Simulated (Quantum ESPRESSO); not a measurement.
The system is HgTe (Coloradoite).

```
Hg Te
1.0
     0.00000    3.21450    3.21450
     3.21450    0.00000    3.21450
     3.21450    3.21450    0.00000
Hg Te
1 1
Direct
  0.00000 0.00000 0.00000
  0.75000 0.75000 0.75000
```

* Program: Quantum ESPRESSO 7.5
* Task: phonons
* Functional: WC
* Potentials or basis: PseudoDojo 0.4.1 SR PBE standard
* Cutoff: 1088 eV
* Density cutoff: 4354 eV
* k mesh: 7 × 7 × 7
* Occupations: gaussian, width 0.2 eV
* Spin: no spin polarisation
* Mixing beta: 0.5
* Most SCF iterations: 120
* SCF threshold: 4e-10 Ry

Question: Where do the zone-centre optical modes lie?

Answer: T2 at 121 cm⁻¹ (IR and Raman).

Optical modes at Γ, degenerate ones joined:
```
cm⁻¹  components  symmetry     active in
 121           3        T2  IR and Raman
```
